## Question

Nickel disilicide, NiSi₂, is a metal that can form contacts on silicon. It has a bulk modulus near 145 GPa, so each GPa of pressure changes its volume by about 0.7 %. Two programs have computed its energy at two neighbouring volumes, 13.43 and 13.69 Å³/atom. The step between them is 0.2633 Å³/atom and the midpoint is 13.56 Å³/atom.

- In Ansatz the energy rises by 1.01 meV/atom from the smaller to the larger volume.
- In GPAW it falls by 0.841 meV/atom.

(a) Estimate by hand the equilibrium volume that each program will find. Take 144.5 GPa for the bulk modulus and 1 eV/Å³ = 160.2 GPa.

(b) How far from the minimum may the two volumes lie before the estimate fails, and how well must the modulus be known?

(c) What does the difference between the two programs amount to as a pressure, where could it come from, and does it matter for a contact on silicon?

## Model answer

### (a) Two energies and one modulus

The energy of a crystal has its minimum where the pressure vanishes. The pressure P is the rate at which the energy E falls as the volume V grows, so two energies give it directly. The value belongs to the midpoint of the step:

P ≈ −ΔE/ΔV

The bulk modulus B says how much pressure a given relative change of volume costs. Read backwards, it says how far the crystal must still expand or shrink to lose the pressure it has. The equilibrium volume is therefore

V₀ ≈ V (1 + P/B)

In Ansatz the energy rises with volume, so the crystal is stretched at the midpoint and its pressure is negative:

P = −0.00101/0.2633 × 160.2 = −0.61 GPa

V₀ = 13.56 × (1 − 0.61/144.5) = 13.50 Å³/atom

In GPAW the energy still falls, so the crystal is still compressed at the same volume:

P = 0.000841/0.2633 × 160.2 = 0.51 GPa

V₀ = 13.56 × (1 + 0.51/144.5) = 13.61 Å³/atom

The signs alone already show that the two minima lie on opposite sides of the midpoint. The volumes from the complete energy curves stand in the table, where the bulk modulus slope is the number of GPa by which the modulus grows per GPa of pressure.

NiSi₂ (Fm-3m, 3-atom cell) in PBE without dispersion correction or spin-orbit coupling; collinear spins, 9×9×9 k mesh, Fermi-Dirac smearing of 0.05 eV. Volume, bulk modulus and its pressure slope are from Birch-Murnaghan fits to static-lattice energies at seven volumes, 12.38 to 13.96 Å³/atom. Values in eV under basis are plane-wave cutoffs.

| program | potentials | basis | equilibrium volume (Å³/atom) | bulk modulus (GPa) | bulk modulus slope | equilibrium volume less the median of the rows (Å³/atom) |
| --- | --- | --- | --- | --- | --- | --- |
| SIRIUS | all electron FP LAPW | apw+lo standard | 13.497 | 144.50 | 3.710 | -0.011 |
| Ansatz | Ansatz PAW | 420 eV | 13.502 | 144.50 | 3.780 | -0.006 |
| JDFTx | PseudoDojo SR PBE 0.5 standard | 1333 eV | 13.508 | 144.60 | 3.780 | 0.000 |
| ABACUS | PseudoDojo NC SR 0.4.1 PBE standard | 1333 eV | 13.508 | 144.70 | 3.780 | 0.000 |
| GPAW | GPAW PAW data sets (gpaw data 1.2.1) | 600 eV | 13.607 | 144.20 | 3.850 | 0.099 |

With the same modulus, the median of the column, the rule comes within 0.002 Å³/atom of the tabulated volume in all five rows. Both worked rows had a share in that median. The tabulated volumes also come from the same energy curves, so the agreement shows that the short arithmetic can replace the full fit near the minimum. How close PBE comes to a real crystal is a separate matter, and so is the thermal expansion that this static lattice leaves out.

### (b) Where the rule stops working

Near the minimum the modulus hardly matters, because it only scales a small correction. A modulus 10 % too high still leaves every estimate within 0.007 Å³/atom. A third energy, one step below the other two, supplies a good enough value by hand, since the modulus is the volume times the curvature of the energy. This gives 148 to 152 GPa at 13.43 Å³/atom, a little above the tabulated moduli because the crystal is slightly compressed there.

The same stiffening spoils the rule farther out. With two energies around 12.5 Å³/atom, where the pressure is about 13 to 14 GPa, the estimates come out 0.11 to 0.14 Å³/atom too large. The compressed crystal is stiffer than the rule supposes, so it needs less expansion to release its pressure. At about 5 to 7 GPa, with the midpoint 3 to 4 % below the equilibrium volume, the estimates are still too large, by 0.02 to 0.04 Å³/atom. If an error of that size is acceptable, this is about as far as the straight rule should be taken.

The repair is to let the modulus grow with pressure. The slopes in the table are all close to 4, and with that round number the rule becomes

V₀ ≈ V (1 + 4P/B)^(1/4)

This brings even the far estimates to within about 0.01 Å³/atom. The modulus must now be good, however, because it scales a large correction: a modulus 10 % too high leaves a total miss of up to 0.10 Å³/atom. The printed output after this text gives the straight rule at all three distances and the curved form at the two farther ones.

The energies themselves must also be accurate. An error of 0.1 meV/atom in the energy step shifts the estimate by about 0.006 Å³/atom. That is half the whole spread of SIRIUS, Ansatz, JDFTx and ABACUS, so energies of that accuracy cannot rank these four by hand. Under the straight rule the shift hardly depends on the distance from the minimum. It depends on the width of the step, and a wider step reduces it. In a softer crystal the same error in pressure would shift the volume more, in proportion to 1/B.

### (c) The larger volume of GPAW

At the midpoint the pressure in GPAW is 1.13 GPa higher than in Ansatz. Divided by the modulus, this is a volume larger by 0.8 %, or 0.11 Å³/atom, as the table confirms. This extra pressure is not constant. It grows on compression, to about 1.5 GPa at the farthest midpoint, and at 13.43 Å³/atom GPAW's crystal is the stiffer one by nearly 4 GPa. At their own minima the two moduli agree closely. GPAW thus gives nearly the same energy curve, moved to a larger volume.

A plane-wave basis that is too small is an unlikely cause. It would make the stress and the energy curve disagree about the minimum, because the number of plane waves below a fixed cutoff changes with the volume. GPAW's own stress at 13.43 Å³/atom is 1.93 GPa, and the rule turns this into 13.61 Å³/atom, the same minimum as from the energies.

The functional, the k mesh and the smearing are common to all rows, which leaves the atomic data sets as the main suspect. These data sets stand in for the core electrons and the rapid oscillations of the valence electrons near each nucleus. A small error in them can act like an extra pressure. Exchanging the data set of nickel and then that of silicon would test this, and until then it remains a suspicion.

Replacing the core does not in itself enlarge the volume. SIRIUS, which treats all electrons explicitly, agrees with Ansatz, JDFTx and ABACUS within 0.011 Å³/atom. JDFTx and ABACUS use closely related potentials and count as one witness, but Ansatz brings data of another kind.

For a contact the length of the cube edge matters, and it changes by only a third of the relative change in volume. GPAW's edge is 0.24 % longer than the median. That looks harmless, but the lattice mismatch between NiSi₂ and silicon is itself only a few tenths of a percent (a rough, recalled figure). An engineer who takes the silicide from one program and the silicon from another may therefore compute a strain that is wrong by a large part of its own size. Using the same program and data sets for both removes the part of the error that the two crystals share.

## Remarks on the reasoning

**Total energies must not be compared across programs.** They run from about −6 eV/atom in GPAW to about −19 000 eV/atom in SIRIUS, because the programs count different electrons and choose different zeros. The rule uses only the difference between two volumes in the same program, in which any constant cancels.

**The pressure belongs to the midpoint.** An answer that assigns it to the smaller volume comes out too low by about half a step, 0.13 Å³/atom. This slip is larger than the difference between the programs that the question is about.

**A volume difference is easier to judge as a pressure.** An offset of 0.1 Å³/atom carries little meaning until the stiffness of the crystal is known. Here it corresponds to about 1 GPa. The same extra pressure in a crystal with a third of the modulus would shift the volume by about 2 %. Whether a softer crystal would have the same extra pressure is a separate question, since that depends on its atoms and their spacing.

Output of the analysis:

```
volume step, and midpoints of the near, middle and far pair (A^3/atom): 0.2633, 13.56, 13.03, 12.51
shared bulk modulus (GPa): 144.5
Straight rule near the minimum:
     row  energy step meV/atom  pressure GPa  estimated volume A^3/atom  estimate less table A^3/atom  modulus at 13.43 A^3/atom from three energies GPa
  SIRIUS                   1.1       -0.6693                       13.5                      0.000949                                              148.9
  Ansatz                  1.01       -0.6145                       13.5                      0.001088                                                148
   JDFTx                  0.91       -0.5537                      13.51                     0.0007982                                              148.3
  ABACUS                   0.9       -0.5476                      13.51                      0.001369                                              147.7
    GPAW                -0.841        0.5117                      13.61                      0.001782                                              151.7
Estimate less table from farther pairs (A^3/atom):
     row  middle straight  middle curved  far straight  far curved
  SIRIUS           0.0201      -0.004633        0.1112   -0.009976
  Ansatz          0.02388      -0.001723         0.112    -0.01036
   JDFTx          0.02612     -0.0003204         0.115    -0.00923
  ABACUS          0.02612     -0.0003204        0.1144   -0.009649
    GPAW          0.03601      -0.002532        0.1389    -0.01145
Pressure at the farther midpoints (GPa):
     row  middle    far
  SIRIUS   5.354  12.72
  Ansatz   5.452  12.78
   JDFTx   5.543  12.89
  ABACUS   5.543  12.88
    GPAW    6.75  14.31
largest miss of the straight rule near the minimum (A^3/atom): 0.001782
largest near miss with a modulus 10 % too high (A^3/atom): 0.006659
largest far miss of the curved rule with a modulus 10 % too high (A^3/atom): 0.09997
volume error from 0.0001 eV/atom in the energy step (A^3/atom): 0.00571
spread of the four agreeing programs (A^3/atom): 0.011
GPAW less Ansatz, pressure at the near midpoint (GPa): 1.126
GPAW less Ansatz, volume shift by the rule and in the table (A^3/atom): 0.1057, 0.105
volume from the printed stress at 13.4291, Ansatz, ABACUS, GPAW (A^3/atom): 13.5, 13.51, 13.61
GPAW above the median, volume and cube edge (%): 0.7329, 0.2437
```
